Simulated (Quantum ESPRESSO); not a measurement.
FeO in Quantum ESPRESSO: the effect of functional

Crystal: FeO.

```
CELL_PARAMETERS angstrom
0.00000 2.15540 2.15540
2.15540 0.00000 2.15540
2.15540 2.15540 0.00000
ATOMIC_POSITIONS crystal
Fe 0.00000 0.00000 0.00000
O 0.50000 0.50000 0.50000
```

Alike in all runs:

- Program: Quantum ESPRESSO 7.5
- Task: phonons
- Cutoff: 762 eV
- Density cutoff: 6095 eV
- k mesh: 4 × 4 × 4, shifted
- Occupations: fermi-dirac, width 0.05 eV
- Spin: collinear spin, ferromagnetic start
- Starting moments: [3.0, 0.0] μB

Each run relaxes the cell or the atoms first.

| functional | potentials or basis | relaxed volume (Å³/atom) |
| --- | --- | --- |
| LDA | GBRV 1.5 LDA | 9.25 |
| PBEsol | GBRV 1.5 PBEsol | 9.58 |
| PW91 | GBRV 1.5 PBE | ? |
| revPBE | GBRV 1.5 PBE | 10.22 |
| AM05 | GBRV 1.5 PBE | 9.60 |

Task: What does the run with functional PW91 give?

Result: Relaxed volume 9.98 Å³/atom.

Caveats: all runs use coarse meshes; the mesh is thin for the phonons of a metal; a cell with one magnetic atom can't hold antiferromagnetic order, which such compounds often take; the potentials were made for another functional, which shifts forces and pressure (some runs); the acoustic modes lie far from zero, so the frequencies are unreliable (some runs); some modes are imaginary (some runs).

Runs at the PBE level aren't shown here.
